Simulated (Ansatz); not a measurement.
Ligand exchange: C2H3BrO + SiH2(CH3)(OH) → C2H4O2 + SiH2(CH3)Br

Species: C2H3BrO `CC(=O)Br`, singlet; SiH2(CH3)(OH), singlet; C2H4O2 (acetic acid) `CC(=O)O`, singlet; SiH2(CH3)Br, singlet. The partners trade Br for OH: C–Br and Si–OH bonds give way to C–OH and Si–Br.

Shapes, held fixed at every level: PBE0-D4/def2-TZVP. Flexible molecules stand in one conformer, not always the lowest. Programs: Ansatz 0.2.0. The zero-point and thermal change to 298 K, harmonic and unscaled (PBE0-D4/def2-TZVP), is +5.2 kJ/mol.

| level | kind | ΔH(298 K) (kJ/mol) | less CCSD(T)/def2-TZVPP |
| --- | --- | --- | --- |
| HF/def2-TZVPP | Hartree–Fock | -61.7 | -22.0 |
| PBE-D4/def2-TZVPP | GGA | -39.2 | +0.5 |
| B3LYP-D4/def2-TZVPP | global hybrid | -35.8 | +3.9 |
| BHLYP-D4/def2-TZVPP | global hybrid | -48.3 | -8.6 |
| B2PLYP/def2-TZVPP | double hybrid | -36.5 | +3.2 |
| MP2/def2-TZVPP | perturbation theory | -36.0 | +3.7 |
| CCSD/def2-SVP | coupled cluster or CI | -71.7 | -32.0 |
| CCSD(T)/def2-TZVPP | coupled cluster or CI | -39.7 | 0.0 |

The highest level, CCSD(T)/def2-TZVPP, gives ΔH(298 K) = -39.7 kJ/mol; the levels span -71.7 to -35.8. The column of differences is taken from that level and isn't an error. No measured value is set beside it here. Relativity is left out for Br unless named. Correlated rows may include outer-core shells of Br, which these sets cover unevenly.

The exchange is exothermic at every level, with -39.7 kJ/mol from CCSD(T), so bromine ends up on silicon and hydroxyl on the acyl carbon. That runs against a simple reading of silicon's oxophilicity, since a strong, polar Si–O bond is given up. The compensation lies largely in the acid: the hydroxyl oxygen donates a lone pair into the carbonyl π* orbital far more effectively than bromine, whose diffuse p orbitals overlap poorly with carbon. The polar Si–Br bond also recovers part of the cost of losing Si–O. The preference therefore belongs to the acyl group and shouldn't be carried over to alkyl bromides, where this conjugation is absent.

MP2, B2PLYP, PBE-D4 and B3LYP-D4 all lie within 3.9 kJ/mol of CCSD(T), whereas Hartree–Fock makes the exchange much too favourable relative to it. The still more negative CCSD value probably reflects its smaller basis more than the missing triples, and so is no measure of their contribution. The reaction enthalpy says nothing about the barrier to exchange.
